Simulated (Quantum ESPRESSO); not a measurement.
Crystal: HgTe (Coloradoite).

```xyz
2
Lattice="0.0000 3.4627 3.4627 3.4627 0.0000 3.4627 3.4627 3.4627 0.0000" Properties=species:S:1:pos:R:3 pbc="T T T"
Hg    0.0000    0.0000    0.0000
Te    5.1941    5.1941    5.1941
```

The cell isn't the ideal one: volume scaled by 1.25.

```yaml
Program: Quantum ESPRESSO 7.5
Task: relaxation of cell and atoms
Functional: PBE
Potentials_or_basis: GBRV 1.5 PBEsol
Cutoff: 612 eV
Density_cutoff: 4898 eV
k_mesh: 7 × 7 × 7
Occupations: fixed
Spin: no spin polarisation
```

At the start: pressure -2.9 GPa; volume 41.52 Å³/atom.

**Question.** How do energy, volume and symmetry change on relaxing?

**Answer.** Over 14 steps the energy falls by 46.7 meV/atom and the volume is 36.93 Å³/atom (-11.0 %); space group F-43m (No. 216, to 0.05 Å).

The path:
```tsv
step	energy change (eV)	largest force (eV/Å)	pressure (GPa)	volume (Å³)
1	0.0000	0.0000	-2.93	83.04
2	-0.0165	0.0000	-2.72	82.10
3	-0.0442	0.0000	-2.28	80.33
4	-0.0731	0.0000	-1.56	77.92
5	-0.0914	0.0000	-0.52	75.16
6	-0.0894	0.0000	0.80	72.36
7	-0.0896	0.0000	0.77	72.41
8	-0.0901	0.0000	0.72	72.51
9	-0.0907	0.0000	0.65	72.65
10	-0.0914	0.0000	0.55	72.83
11	-0.0921	0.0000	0.45	73.05
12	-0.0927	0.0000	0.33	73.29
13	-0.0931	0.0000	0.19	73.56
14	-0.0933	0.0000	0.05	73.87
```

Final structure:
```
CELL_PARAMETERS angstrom
0.00000 3.33026 3.33026
3.33026 0.00000 3.33026
3.33026 3.33026 0.00000
ATOMIC_POSITIONS crystal
Hg 0.00000 0.00000 0.00000
Te 0.75000 0.75000 0.75000
```

Caveat: the potentials were made for another functional, which shifts forces and pressure.
